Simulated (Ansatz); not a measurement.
A run of Ansatz 0.2.0:

input.yaml

```yaml
crystal:
  lattice:
    - [3.0292, 0.0, 0.0]
    - [-1.5146, 2.6233641531, 0.0]
    - [0.0, 0.0, 3.2284]
  atoms:
    - { symbol: Ti, position: [0.0, 0.0, 0.0] }
    - { symbol: B, position: [0.6666666667, 0.3333333333, 0.5] }
    - { symbol: B, position: [0.3333333333, 0.6666666667, 0.5] }
hamiltonian:
  xc: pbesol
  pseudopotentials: { kind: paw }
kpoints:
  mp_grid: { grid: [10, 10, 8] }
scf:
  occupations: { method: fermi_dirac, width: 0.05 }
output:
  forces: true
  stress: true
  eigenvalues: true
  write_density: true
  write_potential: true
  elf: true
  volumetric_format: npy
relax:
  f_tol: 0.01
  max_steps: 40
  cell: { stress_tol: 0.05, p_target: 20.0 }
```

Potentials or basis: Ansatz PAW.

The run is started by

```bash
$ ansatz run input.yaml --threads 2 --pin off --max-ram 5632MiB --backend cpu --events-out ev --progress --plain --runs-dir out
```

Hardware: 2 threads of Arm Neoverse V2, on a shared host.

Task: Estimate the wall time of this run.

Result: It took 5.7 s on 2 threads of Arm Neoverse V2, with other jobs on the host, peak memory 0.32 GiB. Counts: scf iterations 45, plane waves 455, k points 70, bands 13, ion steps 7.
